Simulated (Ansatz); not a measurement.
# TaN under changes of volume

One of the cells (10.813 Å³/atom); the others are scaled copies at fixed shape and fractional positions:

```
Ta N
1.0
     0.00000    2.21132    2.21132
     2.21132    0.00000    2.21132
     2.21132    2.21132    0.00000
Ta N
1 1
Direct
  0.50000 0.50000 0.50000
  0.00000 0.00000 0.00000
```

The cell comes from a database or a generator and needn't be the stable form of this composition.

```yaml
Program: Ansatz 0.2.0
Functional: PBE0
Potentials_or_basis: Ansatz PAW
Cutoff: "420 eV (not typed: the program's choice for these potentials)"
k_mesh: 6 × 6 × 6
Occupations: fermi-dirac, width 0.05 eV
Spin: no spin polarisation
```

```tsv
volume (Å³/atom)	energy over the lowest point (meV/atom)	pressure (GPa)
10.164	?	?
10.381	1.64	5.2
10.597	0.00	-2.5
10.813	8.10	-9.4
11.030	24.87	-15.5
11.246	49.71	-21.0
11.462	81.27	-25.9
```

Problem. What does the run at 10.164 Å³/atom give?

Solution. Energy over the lowest point 14.30 meV/atom; pressure 13.7 GPa.

Worked out: A Birch-Murnaghan fit of order 3 (a polynomial in V^(-2/3)) to the other rows has its minimum at 10.52 Å³/atom with B0 = V·E''(V) = 365 GPa and B' = 4.4. It gives 14.26 meV/atom at 10.164 Å³/atom, against the run's 14.30, and -dE/dV = 13.7 GPa, against 13.7.

Energies are extrapolated to zero smearing.

Caveats: all runs use coarse meshes; the PAW data sets come from PBE, with cores solved anew for the run's functional, which leaves a small shift of forces and pressure; the thresholds are loose for stress.
